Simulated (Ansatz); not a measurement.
Input of an Ansatz 0.2.0 run:

input.yaml

```yaml
crystal:
  lattice:
    - [0.0, 2.0970013927, 2.0970013927]
    - [2.0970013927, 0.0, 2.0970013927]
    - [2.0970013927, 2.0970013927, 0.0]
  atoms:
    - { symbol: Mg, position: [0.0, 0.0, 0.0] }
    - { symbol: O, position: [0.5, 0.5, 0.5] }
hamiltonian:
  xc: pbe
  pseudopotentials: { kind: paw }
kpoints:
  mp_grid: { grid: [11, 11, 11] }
scf:
  occupations: { method: gaussian, width: 0.018 }
output:
  forces: true
  stress: true
  eigenvalues: true
  write_density: true
  write_potential: true
  elf: true
  volumetric_format: npy
```

Potentials or basis: Ansatz PAW.

The run is started by

```console
$ ansatz run input.yaml --threads 2 --pin off --max-ram 5632MiB --backend cpu --events-out ev --progress --plain --runs-dir out
```

Task: Predict the pressure.

Result: 6.9 GPa.

Task: Estimate the band gap on the k mesh.

Result: 4.87 eV, direct.

Caveat: odd divisions of the mesh miss points on the zone boundary, where band edges often lie, so the gap on the mesh can be too wide; the pressure holds a Pulay correction of +0.6 GPa for the finite cutoff.

**What was measured.**

From “Electronic structure of alkaline earth and post-transition metal oxides”, 2009, arxiv:0908.1581, for a bulk crystal of MgO: band gap 7.83 eV.

A measured gap of MgO is 7.83 eV (quoted in “Electronic structure of alkaline earth and post-transition metal oxides”, 2009, arxiv:0908.1581); the calculated 4.87 eV misses it by -2.96 eV. The value is that of PBE, without temperature or zero-point motion. Semilocal functionals fall short of measured gaps as a rule. The cell is a database's relaxed one, not the measured one, which moves gaps too.
